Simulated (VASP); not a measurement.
All values below come from optB88-vdW, VASP's PBE PAW potentials (set 64) (plane waves; VASP 6.6.1).

VASP input:

**INCAR**
```
SYSTEM = BaF2
PREC = Accurate
ENCUT = 520
EDIFF = 1E-7
NELM = 100
ALGO = Normal
LREAL = .FALSE.
LASPH = .TRUE.
ISMEAR = 0
SIGMA = 0.05
GGA = BO
PARAM1 = 0.1833333333
PARAM2 = 0.22
LUSE_VDW = .TRUE.
AGGAC = 0.0
LMAXMIX = 4
LWAVE = .FALSE.
LCHARG = .FALSE.
ISIF = 2
```

**KPOINTS**
```
kpoints
0
Gamma
 6 6 6
0 0 0
```

**POSCAR**
```
BaF2
1
    0.0000000000     3.0522269318     3.0522269318
    3.0522269318     0.0000000000     3.0522269318
    3.0522269318     3.0522269318     0.0000000000
Ba F
1 2
Direct
  0.0000000000   0.0000000000   0.0000000000
  0.2500000000   0.2500000000   0.2500000000
  0.7500000000   0.7500000000   0.7500000000
```

POTCAR, in this order: Ba_sv F (PBE.64 set). Program: vasp_std.

Output

File OSZICAR:
```
       N       E                     dE             d eps       ncg     rms          rms(c)
DAV:   1     0.169501688133E+03    0.16950E+03   -0.13707E+04   512   0.142E+03
DAV:   2    -0.717505136185E+01   -0.17668E+03   -0.17080E+03   664   0.306E+02
DAV:   3    -0.134019920546E+02   -0.62269E+01   -0.62205E+01   672   0.648E+01
DAV:   4    -0.134954232009E+02   -0.93431E-01   -0.93419E-01   688   0.684E+00
DAV:   5    -0.134992007390E+02   -0.37775E-02   -0.37775E-02   672   0.871E-01    0.927E+00
DAV:   6    -0.114877823743E+02    0.20114E+01   -0.10593E+01   512   0.276E+01    0.465E+00
DAV:   7    -0.114789238267E+02    0.88585E-02   -0.48820E-01   672   0.611E+00    0.244E+00
DAV:   8    -0.114648539333E+02    0.14070E-01   -0.75929E-02   536   0.323E+00    0.367E-01
DAV:   9    -0.114653088176E+02   -0.45488E-03   -0.19283E-02   528   0.101E+00    0.126E-01
DAV:  10    -0.114660141986E+02   -0.70538E-03   -0.22315E-03   512   0.412E-01    0.584E-02
DAV:  11    -0.114659989156E+02    0.15283E-04   -0.41670E-04   720   0.163E-01    0.214E-02
DAV:  12    -0.114659966019E+02    0.23137E-05   -0.23771E-05   512   0.416E-02    0.476E-03
DAV:  13    -0.114659962853E+02    0.31661E-06   -0.34976E-06   672   0.128E-02    0.800E-04
DAV:  14    -0.114659963457E+02   -0.60395E-07   -0.10985E-07   400   0.303E-03
   1 F= -.11465996E+02 E0= -.11465996E+02  d E =-.516566E-16
```

### OUTCAR
```
------------------------ aborting loop because EDIFF is reached ----------------------------------------
  FORCE on cell =-STRESS in cart. coord.  units (eV):
  Direction    XX          YY          ZZ          XY          YZ          ZX
  --------------------------------------------------------------------------------------
  Total        1.5510681      1.5510681      1.5510681      0.0000000     -0.0000000     -0.0000000
  in kB       43.6979433     43.6979433     43.6979433      0.0000000     -0.0000000     -0.0000000
  external PRESSURE =      43.6979433 kB  Pullay stress =       0.0000000 kB
  volume of cell :       56.87
      direct lattice vectors                 reciprocal lattice vectors
     0.000000000  3.052226932  3.052226932    -0.163814818  0.163814818  0.163814818
     3.052226932  0.000000000  3.052226932     0.163814818 -0.163814818  0.163814818
     3.052226932  3.052226932  0.000000000     0.163814818  0.163814818 -0.163814818
 POSITION                                       TOTAL-FORCE (eV/Angst)
 -----------------------------------------------------------------------------------
      0.00000      0.00000      0.00000        -0.000000     -0.000000      0.000000
      1.52611      1.52611      1.52611         0.000000      0.000000      0.000000
      4.57834      4.57834      4.57834        -0.000000     -0.000000     -0.000000
 -----------------------------------------------------------------------------------
    total drift:                               -0.000000     -0.000000      0.000000
  FREE ENERGIE OF THE ION-ELECTRON SYSTEM (eV)
  ---------------------------------------------------
  free  energy   TOTEN  =       -11.4659963457 eV

  energy  without entropy=      -11.4659963457  energy(sigma->0) =      -11.46599635
```
(Selected blocks of OUTCAR.)

The compound is BaF2 in the fluorite structure. This cell is one point of a volume scan, at 0.94 of the reference volume.
